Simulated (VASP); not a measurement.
A calculation with VASP 6.6.1 of Ge (ASE script, structure typed inline):

Contents of run.py:

```python
from ase import Atoms
from ase.calculators.vasp import Vasp
from ase.dft.bandgap import bandgap

atoms = Atoms(
    ['Ge', 'Ge', 'Ge', 'Ge'],
    cell=[[3.9975858431, 0.0, 0.0], [-1.9987929216, 3.462010894, 0.0], [0.0, 0.0, 6.59937795]],
    scaled_positions=[[0.3333333333, 0.6666666667, 0.93709875], [0.6666666667, 0.3333333333, 0.43709875], [0.3333333333, 0.6666666667, 0.56290125], [0.6666666667, 0.3333333333, 0.06290125]],
    pbc=True,
)
calc = Vasp(
    directory='calc',
    xc='pbe',
    pp='PBE',
    setups='gw',
    prec='Accurate',
    encut=550,
    ediff=1e-06,
    ismear=0,
    sigma=0.05,
    lreal=False,
    lasph=True,
    nelm=100,
    algo='Fast',
    isif=2,
    lwave=False,
    lcharg=False,
    kpts=[8, 8, 4],
    gamma=True,
)
atoms.calc = calc

print('energy (eV):', atoms.get_potential_energy())
print('free energy (eV):', atoms.get_potential_energy(force_consistent=True))
print('forces (eV/A):')
print(atoms.get_forces())
print('stress (eV/A^3, Voigt):', atoms.get_stress())
print('Fermi level (eV):', calc.get_fermi_level())
gap, top, bottom = bandgap(calc)
print('band gap (eV):', gap, 'from (spin, k, band)', top, 'to', bottom)
```

Potentials or basis: VASP PAW PBE potentials, release 64 (Ge_d_GW).

Command:

```console
$ python run.py
```

This isn't the form of Ge at room conditions, which is diamond.

Task: Write the same calculation in another form: native input, structure from a POSCAR.

Result: As run:

File INCAR:

```
ALGO = Normal
EDIFF = 1E-7
ENCUT = 550
GGA = PE
ISIF = 2
ISMEAR = 0
LASPH = T
LCHARG = F
LREAL = F
LWAVE = F
NELM = 100
PREC = Accurate
SIGMA = 0.05
```

File KPOINTS:

```
k-points
0
Gamma
  8 8 4
```

Contents of POSCAR:

```
Ge
3.9976
    0.999996458650      0.000000000000      0.000000000000
   -0.499998229338      0.866022336902      0.000000000000
    0.000000000000      0.000000000000      1.650834988493
Ge
4
Direct
    0.3333333333      0.6666666667      0.9370987500
    0.6666666667      0.3333333333      0.4370987500
    0.3333333333      0.6666666667      0.5629012500
    0.6666666667      0.3333333333      0.0629012500
```

Potentials or basis: VASP PAW PBE potentials, release 64 (Ge_d_GW).

Command:

```bash
$ cat potpaw_PBE.64/Ge_d_GW/POTCAR > POTCAR
$ mpirun -np 1 vasp_std > vasp.out
```

Both were run:

|  | ASE script, structure typed inline | native input, structure from a POSCAR |
| --- | --- | --- |
| Pressure | 2.4 GPa | 2.4 GPa |
| Largest force | 0.018 eV/Å | 0.018 eV/Å |
| Band gap on the k mesh | 0.13 eV, direct | 0.13 eV, direct |

Keys that steer only the numerical path or the files written may differ.
